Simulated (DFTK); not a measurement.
# Nb (Im-3m) in DFTK: single point with PBEsol

Aim: the single point of Nb with PBEsol.

All numbers are computed with DFTK 0.8.2; they aren't measurements. Logs are shortened: lines on timing, memory, paths and dates and some standing lists are left out, and cuts for length are marked.

## (1) The undisturbed crystal

The structure is cubic, space group Im-3m (No. 229). Conventional cell: a = 3.328 Å, b = 3.328 Å, c = 3.328 Å, α = 90.00°, β = 90.00°, γ = 90.00°. Nb (site symmetry m-3m) is surrounded by 8 Nb at 2.88 Å.

## (2) Single point, PBEsol (cell strained at random at fixed volume)

Input file run.jl:

```julia
using DFTK
using PseudoPotentialData
using Unitful, UnitfulAtomic
using LinearAlgebra, Printf
include("save.jl")
disable_threading()

# lattice vectors are the columns
lattice = austrip(1u"Å") * [     -1.654814       1.611888       1.702848;
                 1.661891      -1.669776       1.717809;
                 1.663099       1.628058      -1.670984]
symbols   = [:Nb]
positions = [[-0.002892, -0.007653, 0.005276]]
pseudopotentials = PseudoFamily("dojo.nc.sr.pbesol.v0_4_1.standard.upf")
elements = Dict(s => ElementPsp(s, pseudopotentials) for s in unique(symbols))
atoms    = [elements[s] for s in symbols]

build_model(lattice, positions; symmetries=true) =
    model_DFT(lattice, atoms, positions;
              functionals=PBEsol(),
              temperature=austrip(0.05u"eV"),
              smearing=Smearing.FermiDirac(),
              symmetries)
Ecut  = 41.0  # hartree
kgrid = [11, 11, 11]
tol   = 1e-6
to_GPa = ustrip(uconvert(u"GPa", 1u"hartree/bohr^3"))

model = build_model(lattice, positions)
basis = PlaneWaveBasis(model; Ecut, kgrid)
display(basis)
scfres = self_consistent_field(basis;
                               tol,
                               nbandsalg=AdaptiveBands(model; n_bands_converge=11))
display(scfres.energies)
@printf "Fermi level: %.6f eV\n" ustrip(auconvert(u"eV", something(scfres.εF, NaN)))
forces = compute_forces_cart(scfres)
println("Forces (eV/Å)")
for (s, f) in zip(symbols, forces)
    @printf "%-3s %12.6f %12.6f %12.6f\n" s ustrip.(auconvert.(u"eV/Å", f))...
end
stress = compute_stresses_cart(scfres)
println("Stress (GPa)")
display(round.(stress * to_GPa; digits=4))
println("Levels at the first k-point (eV): ", round.(ustrip.(auconvert.(u"eV", scfres.eigenvalues[1][1:scfres.n_bands_converge])); digits=4))
save_scf!(scfres; forces, stress)
```

Potentials or basis: dojo.nc.sr.pbesol.v0_4_1.standard.upf (PBEsol).

Started as:

```
julia --threads=1 run.jl  # save.jl only writes the numbers to a file and isn't shown; printed stress counts tension as positive; times include loading and compiling
```

The program printed:

```text
PlaneWaveBasis discretization:

    Ecut                 : 41.0 Ha
    fft_size             : (36, 36, 36), 46656 total points
    kgrid                : MonkhorstPack([11, 11, 11])
    num.   red. kpoints  : 1331
    num. irred. kpoints  : 1331

    Discretized Model(gga_x_pbe_sol+gga_c_pbe_sol, 3D):
        lattice (in Bohr)    : [-3.12715  , 3.04603   , 3.21792   ]
                               [3.14052   , -3.15542  , 3.24619   ]
                               [3.1428    , 3.07658   , -3.1577   ]
        unit cell volume     : 124.36 Bohr³

        atoms                : Nb
        pseudopot. family    : PseudoFamily("dojo.nc.sr.pbesol.v0_4_1.standard.upf")

        num. electrons       : 13
        spin polarization    : none
        temperature          : 0.0018375 Ha
        smearing             : DFTK.Smearing.FermiDirac()

        terms                : Kinetic()
                               AtomicLocal()
                               AtomicNonlocal()
                               Ewald(nothing)
                               PspCorrection()
                               Hartree()
                               Xc(gga_x_pbe_sol, gga_c_pbe_sol)
                               Entropy()
n     Energy            log10(ΔE)   log10(Δρ)   Diag   Δtime
---   ---------------   ---------   ---------   ----   ------
  1   -62.22771260205                   -0.81    3.8    45.3s
  2   -62.24342685178       -1.80       -1.07    1.2    26.0s
  3   -62.25088156869       -2.13       -1.96    2.6    36.6s
  4   -62.25095997481       -4.11       -2.43    2.0    30.7s
  5   -62.25096708266       -5.15       -3.37    2.0    31.6s
  6   -62.25096725707       -6.76       -3.99    2.6    36.1s
  7   -62.25096725812       -8.98       -4.53    2.1    29.1s
  8   -62.25096725828       -9.80       -5.23    2.4    30.4s
  9   -62.25096725831      -10.59       -5.87    2.2    32.4s
 10   -62.25096725831      -11.67       -6.71    2.1    32.1s
Energy breakdown (in Ha):
    Kinetic             18.1081334
    AtomicLocal         -35.4860521
    AtomicNonlocal      7.7758023
    Ewald               -48.8908092
    PspCorrection       1.6378215
    Hartree             7.5800448
    Xc                  -12.9753812
    Entropy             -0.0005267

    total               -62.250967258310
Fermi level: 13.925161 eV
Forces (eV/Å)
Nb     -0.000000    -0.000000    -0.000000
Stress (GPa)
3×3 StaticArraysCore.SMatrix{3, 3, Float64, 9} with indices SOneTo(3)×SOneTo(3):
  7.3911   0.6412  -0.3787
  0.6412   9.2388  -0.2026
 -0.3787  -0.2026   6.7411
Levels at the first k-point (eV): [-40.3416, -15.7822, -15.714, -15.6568, 8.0505, 14.0164, 14.272, 14.6413, 17.0002, 17.3436, 27.7952]
```

Wall time 11 min (1 thread of AMD EPYC 9R45 (Zen 5), shared host); peak memory 5.5 GiB.

What came out:

```yaml
Free_energy: -1693.9351 eV
Pressure: -7.8 GPa
Band_gap_on_the_k_mesh: none (metal or under the smearing width)
```

Stress tensor (GPa, compression positive):
```
-7.39 -0.64  0.38
-0.64 -9.24  0.20
 0.38  0.20 -6.74
```
